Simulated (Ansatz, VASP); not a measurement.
**Two plane-wave programs on Na**

```xyz
1
Lattice="0.0000 2.6440 2.6440 2.6440 0.0000 2.6440 2.6440 2.6440 0.0000" Properties=species:S:1:pos:R:3 pbc="T T T"
Na    0.0000    0.0000    0.0000
```

Alike in both runs: functional PBE; k mesh 13 × 13 × 13; occupations fermi-dirac, width 0.08 eV; no spin polarisation.

Ansatz relaxed the structure, and its values are those at the end. VASP's run is a single point on that final structure, the one shown.

|  | VASP | Ansatz |
| --- | --- | --- |
| version | VASP 6.6.1 | Ansatz 0.2.0 |
| potentials or method | VASP PAW PBE potentials, release 64 (Na_pv) | PAW with Ansatz's default frozen-core files, scalar-relativistic |
| plane-wave cutoff (eV) | 520 | 420 |
| valence electrons in the cell | 7 | 9 |

|  | VASP | Ansatz | Ansatz less VASP |
| --- | --- | --- | --- |
| pressure (GPa) | 0.0 | 0.0 | +0.03 |

With one functional, cell and mesh, what is left measures potentials, basis and numerics. The two sets of potentials don't hold the same shells in valence.
